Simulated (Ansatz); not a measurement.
Input:

AlSb:
```
AlSb
1.0
    0.00000     3.05355     3.05355
    3.05355     0.00000     3.05355
    3.05355     3.05355     0.00000
Sb Al
1 1
Cartesian
  4.58032   4.58032   4.58032
  0.00000   0.00000   0.00000
```

This is the LDA-relaxed structure.

All from the program Ansatz at the LDA level (PAW), unless another level is named. Estimate the hole effective mass, band 2 of 3 at the edge.

0.35 along [100], 0.35 along [110], 0.86 along [111] (mₑ).

Predict the formation energy from the elements (no fitted shifts).

-150 meV/atom.

Give the conduction-band minimum.

on the Γ–X line, 90 % of the way from Γ (6 equivalent valleys).

And the valence-band maximum?

at Γ.

Next, the weight of the conduction-edge state by species (Voronoi cells)?

Al 64 %, Sb 36 %.

Space group F-43m (zinc blende). The cell was relaxed with LDA under the symmetry of its start; of distortions, only those at the zone centre were tested. The references are the lowest solids computed at this level, not always the standard phases. Scalar-relativistic: spin–orbit coupling is off unless named, which matters more the heavier the elements.

Potentials: the later of the program's two PAW sets.

Edges and masses are those of Kohn–Sham bands, whose gap is no quasiparticle gap.
